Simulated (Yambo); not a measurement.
Input of a Yambo 5.3.0 run:

The input bse2.in:

```
optics
bse
bss
rim_cut
em1s
RandQpts= 1000000
RandGvec= 50 RL
Chimod= "HARTREE"
% BndsRnXs
 1 | 29 |
%
NGsBlkXs= 5 Ry
% LongDrXs
 1 | 0 | 0 |
%
BSKmod= "SEX"
BSEmod= "retarded"
BSSmod= "d"
% BSEQptR
 1 | 1 |
%
% BSEBands
 3 | 6 |
%
BSENGexx= 20 Ry
BSENGBlk= 5 Ry
% BEnRange
 0 | 20 | eV
%
% BDmRange
 0.1 | 0.1 | eV
%
BEnSteps= 200
% BLongDir
 1 | 0 | 0 |
%
BSEprop= "abs"
WRbsWF
% KfnQP_E
 1.06 | 1.0 | 1.0 |
%
```

Contents of scf.in:

```
&CONTROL
  calculation = 'scf'
  prefix = 'pwscf'
  outdir = './tmp'
  pseudo_dir = './pseudo'
/
&SYSTEM
  ibrav = 0
  nat = 2
  ntyp = 2
  ecutwfc = 82
  nbnd = 9
  occupations = 'smearing'
  smearing = 'fd'
  degauss = 0.00367493
  force_symmorphic = .true.
/
&ELECTRONS
  conv_thr = 4d-10
  electron_maxstep = 120
  mixing_beta = 0.5
/
ATOMIC_SPECIES
Si    28.0850 Si.upf
C     12.0110 C.upf
CELL_PARAMETERS angstrom
   0.0000000000    2.1790000000    2.1790000000
   2.1790000000    0.0000000000    2.1790000000
   2.1790000000    2.1790000000    0.0000000000
ATOMIC_POSITIONS crystal
Si     0.0000000000    0.0000000000    0.0000000000
C      0.7500000000    0.7500000000    0.7500000000
K_POINTS automatic
10 10 10 0 0 0
```

nscf.in

```
&CONTROL
  calculation = 'nscf'
  prefix = 'pwscf'
  outdir = './tmp'
  pseudo_dir = './pseudo'
/
&SYSTEM
  ibrav = 0
  nat = 2
  ntyp = 2
  ecutwfc = 82
  nbnd = 124
  occupations = 'fixed'
  force_symmorphic = .true.
/
&ELECTRONS
  conv_thr = 1d-08
  diago_full_acc = .true.
  diago_thr_init = 1d-06
/
ATOMIC_SPECIES
Si    28.0850 Si.upf
C     12.0110 C.upf
CELL_PARAMETERS angstrom
   0.0000000000    2.1790000000    2.1790000000
   2.1790000000    0.0000000000    2.1790000000
   2.1790000000    2.1790000000    0.0000000000
ATOMIC_POSITIONS crystal
Si     0.0000000000    0.0000000000    0.0000000000
C      0.7500000000    0.7500000000    0.7500000000
K_POINTS automatic
6 6 6 0 0 0
```

Potentials or basis: PseudoDojo 0.4.1 SR PBE standard.

Launch:

```bash
$ OMP_NUM_THREADS=1 pw.x -in scf.in > scf.out
$ OMP_NUM_THREADS=1 pw.x -in nscf.in > nscf.out
$ cd tmp/pwscf.save; p2y; mv SAVE ../..; cd ../..
$ OMP_NUM_THREADS=1 yambo
$ mkdir -p bse2; ln -s $PWD/g0w00/ndb.RIM bse2/
$ OMP_NUM_THREADS=1 yambo -F bse2.in -J bse2 -C bse2_out
$ OMP_NUM_THREADS=1 ypp -J bse2 -C bse2_out -e s -b 1
```

Question: Estimate the exciton binding energy.

Answer: 0.32 eV.

Question: What does it give for the lowest exciton energy?

Answer: 5.30 eV.

Question: What does it give for the lowest bright exciton energy?

Answer: 5.30 eV.

Excitons:
```csv
energy (eV),strength (relative to the strongest)
5.296,1.5e-08
5.296,7.9e-06
5.297,1.2e-07
5.305,0.0003
5.305,0.5
5.305,0.00061
5.973,6.1e-05
5.973,1.3e-06
5.973,1.1e-06
5.984,0.12
5.984,1
5.984,0.002
```

Caveat: the scissor is the correction of the direct gap in an earlier G0W0 run on the same states; exciton energies and binding change strongly with the k mesh and aren't converged on this one; spectra need much finer meshes, so this one isn't converged.

**The experiment to reproduce.**

“Insight into the structural, elastic and electronic properties of a new orthorhombic 6O-SiC polytype”, 2020, pmc:7200658 quotes, for a bulk crystal of SiC: band gap 2.4 eV (indirect).

Against the measured gap of SiC, 2.4 eV (indirect; quoted in “Insight into the structural, elastic and electronic properties of a new orthorhombic 6O-SiC polytype”, 2020, pmc:7200658), the calculated 1.36 eV is off by -1.04 eV. The value is that of PBE on a finite k mesh, which can miss the band edges, without temperature or zero-point motion. Semilocal functionals fall short of measured gaps as a rule.
